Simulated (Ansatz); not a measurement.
SrCl₂ in the CdI2-type structure, relaxed with r2SCAN+rVV10, was run in Ansatz 0.2.0 under altered settings. All numbers are computed, without spin polarisation but where a row says otherwise.

```yaml
crystal:
  lattice:
    - [4.40725, 0.00000, 0.00000]
    - [-2.20362, 3.81679, 0.00000]
    - [0.00000, 0.00000, 5.59607]
  atoms:
    - { symbol: Sr, position: [0.00000, 0.00000, 0.00000] }
    - { symbol: Cl, position: [0.33333, 0.66667, 0.24870] }
    - { symbol: Cl, position: [0.66667, 0.33333, 0.75130] }
```

The base run's other keys:
```yaml
kpoints:
  mp_grid: { grid: [6, 6, 2] }
hamiltonian:
  xc: hse06
scf:
  occupations: { method: fixed }
  n_extra_bands: 4
```

It takes 12 iterations with 1825 plane waves at 420 eV and 14 k points, and leaves a mean stress of +0.79 GPa. The gap over this mesh is 6.456 eV. It ran on 4 threads of Arm Neoverse N1 (shared host).

Outcomes, with energy and stress as changes against the base:
```
                                    setting    outcome  ΔF (meV/atom)  Δ mean stress (GPa)  gap on the mesh (eV)  iterations  wall time
  PBE hybrid, exx coeff 0.75, omega 0.1 1/Å  converged              –                 -0.9                10.232          20       31 s
   PBE hybrid, exx coeff 0.5, omega 0.1 1/Å  converged              –                 -0.4                 8.503          17       27 s
   PBE hybrid, exx coeff 0.5, omega 0.5 1/Å  converged              –                 -0.3                 6.539          15       26 s
PBE hybrid, exx coeff 0.2, omega 0.2078 1/Å  converged              –                 +0.1                 6.194          12       21 s
     scf.occupations: methfessel_paxton 0.5  converged            0.0                  0.0                 6.456          12       22 s
```
A dash marks a value that wasn't obtained or can't be compared. Stress is positive in compression. The base took 22 s. The base's mesh is coarse for a hybrid, so its own values aren't converged.

- PBE hybrid, exx coeff 0.75, omega 0.1 1/Å. That is 75 % exact exchange, screened with ω = 0.1 1/Å, against HSE06's 25 % screened at 0.208 1/Å. The mean stress moves by -0.9 GPa and the gap on the mesh by +3.776 eV (to 10.232). Totals of different functionals aren't comparable. The program warns that on this mesh the truncation of the exchange isn't bounded, so part of the change can be an error of the mesh.
- PBE hybrid, exx coeff 0.5, omega 0.1 1/Å. That is 50 % exact exchange, screened with ω = 0.1 1/Å, against HSE06's 25 % screened at 0.208 1/Å. The mean stress moves by -0.4 GPa and the gap on the mesh by +2.048 eV (to 8.503). Totals of different functionals aren't comparable. The program warns that on this mesh the truncation of the exchange isn't bounded, so part of the change can be an error of the mesh.
- PBE hybrid, exx coeff 0.5, omega 0.5 1/Å. That is 50 % exact exchange, screened with ω = 0.5 1/Å, against HSE06's 25 % screened at 0.208 1/Å. The mean stress moves by -0.3 GPa and the gap on the mesh by +0.083 eV (to 6.539). Totals of different functionals aren't comparable.
- PBE hybrid, exx coeff 0.2, omega 0.2078 1/Å. That is 20 % exact exchange, screened with ω = 0.2078 1/Å, against HSE06's 25 % screened at 0.208 1/Å. The mean stress moves by +0.1 GPa and the gap on the mesh by -0.262 eV (to 6.194). Totals of different functionals aren't comparable.

Within 1 meV an atom, 0.1 GPa and 0.005 eV of the base stay: scf.occupations: methfessel_paxton 0.5.

The stress of a hybrid is loosely converged in these runs.

The meshes of the hybrids are coarse, so their gaps aren't converged to the digits shown.
